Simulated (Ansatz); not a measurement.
# Formation energy and levels of the vacancy V_Mg in MgH2 (Pbcn), part 2 of 2

Charge states of V_Mg in MgH2 (Pbcn), set against the band edges. Model: a cell of 72 host atoms with 1 Mg taken out.

Ansatz; place-levels on PBEsol runs: charge-transition levels and formation energies with image-charge correction and potential alignment at the atomic sites.

So far. Step 3 (Placing the levels, PBEsol): Under PBEsol the gap is 3.39 eV, (+1/0) 0.98, (0/−1) 3.79 (outside the gap), (−1/−2) 0.74 eV; the steps are inverted, so the lowest state changes at (0/−2) 2.26 eV.

**5. place-levels, LDA**

Level of this step: place-levels on LDA runs: charge-transition levels and formation energies with image-charge correction and potential alignment at the atomic sites (Ansatz).

LDA on the same structure is run to see how far the result rests on the functional, though not on the errors that semilocal functionals share; the sampling changes too, to the zone centre alone, so differences hold both changes.

Input file qm2.lda/input.yaml:

```yaml
crystal:
  checkpoint: "../qm2.relax.run"
  host: checkpoint
total_charge: -2
basis:
  ecutwfc: 420
  xc_grid: 2
hamiltonian:
  xc: lda
kpoints:
  mp_grid: { grid: [1, 1, 1] }
scf:
  occupations: { method: fermi_dirac, width: 0.01 }
  max_iter: 60
output:
  forces: true
  eigenvalues: true
  charged_corrections:
    epsilon: [4.23, 4.33, 4.34]
    static_epsilon: [11.82, 11.4, 11.83]
    defect_position: [0.556157, 0.612315, 0.625]
  eigenstates: { localisation: true }
  populations: true
checkpoint:
  write: "../qm2.lda.run"
  compress: false
  write_wavefunctions: false
  write_every: 100000
```

Run time: 3.9 s. Hardware: 4 threads of Arm Neoverse V2, shared host; peak memory 0.68 GiB.

Input file levels.lda.yaml:

```yaml
host:
  run: host.lda.run
states: [qm2.lda.run, qm1_M1.lda.run, q0.lda.run, q0_M2.lda.run, qp1_M1.lda.run, qp1_M3.lda.run]
geometry_from:
  qm2.lda.run: qm2.relax.run
  qm1_M1.lda.run: qm1_M1.relax.run
  q0.lda.run: q0.relax.run
  q0_M2.lda.run: q0_M2.relax.run
  qp1_M1.lda.run: qp1_M1.relax.run
  qp1_M3.lda.run: qp1_M3.relax.run
  host.lda.run: host.relax.run
chemical_potentials:
  Mg:
    energy: -1901.605549
    dataset: "<sha256 of the dataset>"
```

Launch:

```console
> ansatz place-levels levels.lda.yaml -- --threads 4 --pin off --max-ram 6594MiB
```

Numbers of over 12 decimals in the logs are rounded to 6 here.

Log:

```text
(+1/0) 0.859 eV above the valence edge, 2.425 eV under the conduction edge
(0/-1) 3.556 eV above the valence edge, in the conduction band; not on the lower envelope
[...]
formation energy of charge +1: +2.297 eV with the Fermi level at the valence edge
formation energy of charge 0: +3.156 eV with the Fermi level at the valence edge
formation energy of charge -1: +6.712 eV with the Fermi level at the valence edge
formation energy of charge -2: +7.494 eV with the Fermi level at the valence edge
  edges by lda, gap 3.284 eV; the host is sampled to repeats of 7.01 Å
[... the lines on each state left out ...]
```

It took 0.35 s on 4 threads.

Under LDA the gap is 3.28 eV, (+1/0) 0.86, (0/−1) 3.56 (outside the gap), (−1/−2) 0.78 eV; the steps are inverted, so the lowest state changes at (0/−2) 2.17 eV.

**6. A changed set-up**

In this try the input is made faulty on purpose, to show what that does.

Another version of the file is tried.

levels.try0.yaml is levels.point.yaml with these lines changed:

```diff
-  run: host.point.run
+  run: qm2.point.run
```

Launch:

```console
> ansatz place-levels levels.try0.yaml -- --threads 4 --pin off --max-ram 6594MiB
```

Log:

```text
Error: geometry_from (host.point.run): no state or end of a change is of that run, nor, for geometry_from, the host
```

The change: a defect cell named as host.

The command refused this file.

**7. What a wrong or other choice does**

A choice is tested by changing it alone.

levels.try1.yaml is levels.point.yaml with these lines changed:

```diff
+epsilon: 5.72
+static_epsilon: 15.54
```

Launch:

```console
> ansatz place-levels levels.try1.yaml -- --threads 4 --pin off --max-ram 6594MiB
```

Log:

```text
(+1/0) 1.008 eV above the valence edge, 2.385 eV under the conduction edge
(0/-1) 3.752 eV above the valence edge, in the conduction band; not on the lower envelope
[...]
formation energy of charge +1: +1.846 eV with the Fermi level at the valence edge
formation energy of charge 0: +2.855 eV with the Fermi level at the valence edge
formation energy of charge -1: +6.607 eV with the Fermi level at the valence edge
formation energy of charge -2: +7.245 eV with the Fermi level at the valence edge
  edges by pbesol, gap 3.394 eV; the host is sampled to repeats of 23.36 Å
[... the lines on each state left out ...]
```

The change: single dielectric constants in place of the tensors, a third over their means.

Levels in eV above the valence top; the changed ones are not the defect's:

```
           gap (eV)  (+1/0)  (0/−1)  (−1/−2)
  changed      3.39    1.01    3.75     0.64
as set up      3.39    0.98    3.79     0.74
```

The largest shift is 0.10 eV.

**8. Side by side**

Levels between neighbouring charges, in eV above each run's own valence top:

```
                                             gap (eV)  (+1/0)  (0/−1)  (−1/−2)  CPU time a state at this stage (restarts are quicker than cold starts)
                 PBEsol, 2×2×2 shifted mesh      3.39    0.98    3.79     0.74                                                                 3.8 min
LDA on PBEsol structures, zone centre alone      3.28    0.86    3.56     0.78                                                                    37 s
```

**9. Outcome**

```
gap of the host                                                          : 3.39 eV (PBEsol)
level (plus 1/0)                                                         : 0.98 eV above the valence top
level (0/minus 1)                                                        : 3.79 eV above the valence top, past the conduction bottom, not a change between lowest states
level (minus 1/minus 2)                                                  : 0.74 eV above the valence top, not a change between lowest states
level (0/minus 2)                                                        : 2.26 eV above the valence top
lowest of the charges placed, just above the valence top (0.02 eV)       : +1
lowest of the charges placed, just below the conduction bottom (0.02 eV) : −2
lowest formation energy at mid-gap of the charges run, H-rich            : 2.23 eV
lowest formation energy at mid-gap of the charges run, Mg-rich           : 2.85 eV
```

Of the charges placed (−2, −1, 0 and +1), the lowest changes at 0.98 eV (+1/0) and 2.26 eV (0/−2) above the valence top, in a gap of 3.39 eV. (0/−2) passes over charge −1, which lies 1.52 eV above the two there; a lower structure or spin state of it, if missed, would change that. Charges above +1 and below −2 were not placed, so these runs say nothing of levels that involve them. States placed: +1 at 1 μB and 3 μB; 0 at 0 μB and 2 μB; −1 at 1 μB; −2 at 0 μB. Other spin states or structures, where not listed, weren't placed. Going from the zone centre alone to a 2×2×2 shifted mesh moves the levels that carry no band-filling term by up to 0.12 eV and formation energies against the elements by up to 0.12 eV. The program doubts the alignment of potentials for at least one state, a sign that the cell is small. Limits: the images are only 7.0 Å apart; PBEsol makes the gap too small and tends to spread out bound carriers; force components of up to 0.17 eV/Å remain in a run at the final settings.

[Logs are printed without paths, hosts, clocks, repeated set-up lines and the standing remarks that a program may print on its own settings, such as how far it seeks lower states.]

[Hosts, paths, dates, database ids (printed as entryN), source tags and the programs' standing remarks are cut or masked in the printed files.]

[Where a table of states has a column of steps, it counts the stored structures, which are thinned; the runs took as many ionic steps or more.]

[A defect's name tells the site on which it was built; relaxed atoms can leave that site.]

[For some hosts the program warned that the k-mesh of the response run may be too coarse for force constants and the static dielectric constant; such warnings are not shown here.]
